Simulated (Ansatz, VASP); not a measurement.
SnO (Romarchite) in VASP and in Ansatz

Contents of INCAR:

```
ALGO     = Normal         # electronic algorithm
EDIFF    = 1E-6           # SCF threshold, eV
ENCUT    = 520            # plane-wave cutoff, eV
GGA      = PE             # functional
ISIF     = 2              # what is computed and relaxed
ISMEAR   = -1             # smearing method
LASPH    = True           # aspherical terms in the spheres
LCHARG   = False          # write CHGCAR
LREAL    = False          # projectors in reciprocal space
LWAVE    = False          # write WAVECAR
NBANDS   = 28             # bands
NELM     = 80             # most SCF steps
PREC     = Accurate       # precision mode
SIGMA    = 0.05           # smearing width, eV
```

File KPOINTS:

```
k-points
0
Gamma
  6 6 4
```

File POSCAR:

```
SnO
1.0
    3.7342045089      0.0000000000      0.0000000000
    0.0000000000      3.7342045089      0.0000000000
    0.0000000000      0.0000000000      4.7587366889
Sn O
2 2
Direct
    0.5000000000      0.0000000000      0.2369000000
    0.0000000000      0.5000000000      0.7631000000
    0.0000000000      0.0000000000      0.0000000000
    0.5000000000      0.5000000000      0.0000000000
```

Input for Ansatz:

```yaml
crystal:
  lattice:
    - [3.734204508866434, 0.0, 0.0]
    - [0.0, 3.734204508866434, 0.0]
    - [0.0, 0.0, 4.7587366889171365]
  atoms:
    - { symbol: Sn, position: [0.5, 0.0, 0.2369] }
    - { symbol: Sn, position: [0.0, 0.5, 0.7631] }
    - { symbol: O, position: [0.0, 0.0, 0.0] }
    - { symbol: O, position: [0.5, 0.5, 0.0] }
basis:
  ecutwfc: 420.0
kpoints:
  mp_grid:
    grid: [6, 6, 4]
hamiltonian:
  xc: pbe
  pseudopotentials:
    kind: paw
scf:
  occupations:
    method: fermi_dirac
    width: 0.05
output:
  stress: true
```

Alike in both runs: task single point; functional PBE; k mesh 6 × 6 × 4; occupations fermi-dirac, width 0.05 eV; no spin polarisation.

|  | VASP | Ansatz |
| --- | --- | --- |
| version | VASP 6.6.1 | Ansatz 0.2.0 |
| potentials or method | VASP PAW PBE potentials, release 64 (Sn_d, O) | plane waves, PAW |
| plane-wave cutoff (eV) | 520 | 420 |
| valence electrons in the cell | 40 | 40 |

Ansatz gave:

* pressure (GPa): 10.7
* largest component of the traceless stress (GPa): 1.61

**Question.** Which values does VASP return?

**Answer.** Pressure (GPa): 11.0; largest component of the traceless stress (GPa): 1.60.
